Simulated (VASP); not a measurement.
Here is a VASP 6.6.1 calculation.

INCAR

```
SYSTEM = N
PREC = Accurate
ENCUT = 520
EDIFF = 1E-6
ISMEAR = -1
SIGMA = 0.05
LREAL = .False.
LASPH = .True.
NELM = 100
ALGO = Normal
ISIF = 2
LWAVE = .False.
LCHARG = .True.
GGA = PS
LELF = .True.
LVHAR = .True.
NBANDS = 12
```

The input KPOINTS:

```
Automatic mesh
0
Gamma
  8 8 3
  0 0 0
```

File POSCAR:

```
N
1.0
    2.4982400000      0.0000000000      0.0000000000
   -1.2491200000      2.1635390000      0.0000000000
    0.0000000000      0.0000000000      6.6357000000
N
2
Direct
    0.3333333333      0.6666666667      0.7500000000
    0.6666666667      0.3333333333      0.2500000000
```

Potentials or basis: VASP PAW PBE potentials, release 64 (N).

The run is started by

```bash
$ cat potpaw_PBE.64/N/POTCAR > POTCAR
$ mpirun -np 1 vasp_std > vasp.out
```

Problem. Estimate the band gap on the k mesh.

Solution. None (metal or under the smearing width).

Problem. Predict the pressure.

Solution. -25.0 GPa.

Stress tensor (GPa, compression positive):
```
-36.02   0.00   0.00
  0.00 -36.02   0.00
  0.00   0.00  -2.81
```

Caveat: the k mesh is coarse (spacing up to 0.36 Å⁻¹), so the values aren't converged; so large a pressure means that the cell lies far from this level's equilibrium, or that cutoff or potentials fall short; the potentials were made for another functional, which shifts forces and pressure; this functional lacks dispersion, which binds the layers, so the pressure and a relaxed spacing across them are unreliable.
